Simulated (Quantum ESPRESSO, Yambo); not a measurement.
An input for Yambo 5.3.0 (CdS (Greenockite)):

```
optics
bss
bse
em1s
dipoles
rim_cut
RandQpts= 1000000
RandGvec= 1 RL
Chimod= "HARTREE"
BSKmod= "SEX"
BSEmod= "resonant"
BSSmod= "d"
BSENGexx= 1 RL
BSENGBlk= 4 Ry
% BSEQptR
 1 | 1 |
%
% BSEBands
 21 | 30 |
%
% BEnRange
 0 | 4 | eV
%
% BDmRange
 0.1 | 0.1 | eV
%
BEnSteps= 81
% BLongDir
 1 | 0 | 0 |
%
% BndsRnXs
 9 | 49 |
%
NGsBlkXs= 4 Ry
% LongDrXs
 1 | 1 | 1 |
%
% KfnQP_E
 0.9 | 1.0 | 1.0 |
%
WRbsWF
FFTGvecs= 42 Ry
```

```sh
OMP_NUM_THREADS=1 mpirun -n 8 yambo -F bse7.in -J bse7,bse6_W -C bse7 > bse7.log
```

The stored states that it reads are on a 6×6×4 mesh. It takes space group P6_3mc (No. 186, hexagonal). Conventional cell: a = 4.137 Å, b = 4.137 Å, c = 6.714 Å, α = 90.00°, β = 90.00°, γ = 120.00°. Nearest to Cd lie 4 S at 2.52 to 2.53 Å. S has 4 Cd at 2.52 to 2.53 Å nearest. Farther neighbours and most contacts between anions are not listed.

Estimate wall time and host memory on 8 MPI ranks of Arm Neoverse V1, shared host.

It took 2.3 min; on shared hardware allow 70 s to 4.6 min. Peak host memory was 5.7 GiB.

The kernel grows as the square of the matrix size, and full diagonalisation as its cube.

[Paths, hosts, dates, memory and timing lines, banners, echoed tables and standing remarks are left out of the program output.]

[Logs are printed without paths, hosts, clocks, repeated set-up lines and the standing remarks that a program may print on its own settings, such as how far it seeks lower states.]

[Runs of the session that timed out or met a known fault of the program may be left out.]

[Hosts, paths, dates, database ids (printed as entryN), source tags and the programs' standing remarks are cut or masked in the printed files.]
